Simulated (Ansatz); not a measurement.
Au:

```
Au
1.0
     0.00000    2.03500    2.03500
     2.03500    0.00000    2.03500
     2.03500    2.03500    0.00000
Au
1
Direct
  0.00000 0.00000 0.00000
```

| Item | Value |
| --- | --- |
| Program | Ansatz 0.2.0 |
| Task | relaxation of cell and atoms |
| Functional | PBEsol |
| Dispersion | D3(BJ) |
| Potentials or basis | Ansatz PAW |
| Cutoff | 420 eV (not typed: the program's choice for these potentials) |
| k mesh | 11 × 11 × 11 |
| Occupations | fermi-dirac, width 0.05 eV |
| Spin | no spin polarisation |

At the start: volume 16.85 Å³/atom.

Problem. How do energy, volume and symmetry change on relaxing?

Solution. It ends after 4 steps and the volume is 16.45 Å³/atom (-2.4 %); space group Fm-3m (No. 225, to 0.05 Å).

Step by step:
| step | energy change (eV) | largest force (eV/Å) | volume (Å³) |
| --- | --- | --- | --- |
| 1 | 0.0000 | 0.0000 | 16.85 |
| 2 | -0.0059 | 0.0000 | 16.49 |
| 3 | -0.0060 | 0.0000 | 16.45 |
| 4 | -0.0059 | 0.0000 | 16.45 |

Final structure:
```xyz
1
Lattice="0.0000 2.0185 2.0185 2.0185 0.0000 2.0185 2.0185 2.0185 0.0000" Properties=species:S:1:pos:R:3 pbc="T T T"
Au    0.0000    0.0000    0.0000
```

Caveat: the plane-wave basis is chosen anew once the cell has moved, so the energies of steps on either side of that aren't comparable; the PAW data sets come from PBE, with cores solved anew for the run's functional, which leaves a small shift of forces and pressure.
